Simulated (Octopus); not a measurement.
InP under changes of volume

One of the cells (25.167 Å³/atom); the others are scaled copies at fixed shape and fractional positions:

```
In P
1.0
     0.00000    2.93050    2.93050
     2.93050    0.00000    2.93050
     2.93050    2.93050    0.00000
In P
1 1
Direct
  0.00000 0.00000 0.00000
  0.75000 0.75000 0.75000
```

| Quantity | Value |
| --- | --- |
| Program | Octopus 16.4 |
| Functional | PBEsol |
| Potentials or basis | pseudodojo_pbesol (PseudoDojo 0.4, PBEsol) |
| Grid spacing | 0.143 Å |
| k mesh | 8 × 8 × 8 |
| Occupations | fermi-dirac, width 0.05 eV |
| Spin | no spin polarisation |

```csv
volume (Å³/atom),energy over the lowest point (meV/atom),gap on the mesh (eV)
23.657,44.66,0.94
24.160,?,?
24.663,14.05,0.72
25.167,5.62,0.61
25.670,0.64,0.51
26.173,0.00,0.40
26.677,3.22,0.30
```

Question: What does the run at 24.160 Å³/atom give?

Answer: Energy over the lowest point 26.87 meV/atom; gap on the mesh 0.83 eV.

Worked out: A Birch-Murnaghan fit of order 3 (a polynomial in V^(-2/3)) to the other rows has its minimum at 26.01 Å³/atom with B0 = V·E''(V) = 64 GPa (rough, since the energies scatter). It gives 27.23 meV/atom at 24.160 Å³/atom, against the run's 26.87. A straight line through the other rows of the gap, of slope -5.33 eV per unit of ln V (its deformation potential), gives 0.83 eV, against the run's 0.83.

Energies are extrapolated to zero smearing.

Caveats: spin-orbit coupling is left out, which moves the levels of the heavy elements.
